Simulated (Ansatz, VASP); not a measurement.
# MgS: VASP beside Ansatz

```xyz
2
Lattice="0.0000 2.7743 2.9064 2.7743 0.0000 2.9064 2.7743 2.7743 0.0000" Properties=species:S:1:pos:R:3 pbc="T T T"
Mg    0.0000    0.0000    0.0000
S     1.3871    1.3871    1.4532
```

Change from the starting cell: epitaxial_xy strain -2.0%.

Alike in both runs: task single point; functional r2SCAN; k mesh 8 × 8 × 8; no spin polarisation.

|  | VASP | Ansatz |
| --- | --- | --- |
| version | VASP 6.6.1 | Ansatz 0.2.0 |
| potentials or method | VASP PAW PBE potentials, release 64 (Mg, S) | plane waves, PAW |
| plane-wave cutoff (eV) | 520 | 500 |
| occupations | gaussian, width 0.01 eV | fixed |
| valence electrons in the cell | 8 | 16 |

|  | VASP | Ansatz | Ansatz less VASP |
| --- | --- | --- | --- |
| gap on the k mesh at the Fermi level (eV) | 4.15 | 4.16 | +0.012 |
| pressure (GPa) | 0.5 | 0.8 | +0.29 |
| largest component of the traceless stress (GPa) | 0.83 | 0.80 | -0.021 |

The two sets of potentials don't hold the same shells in valence.

Caveats: the PAW data sets were made with another functional, which shifts forces and pressure a little (VASP). A k mesh can miss the band edges.
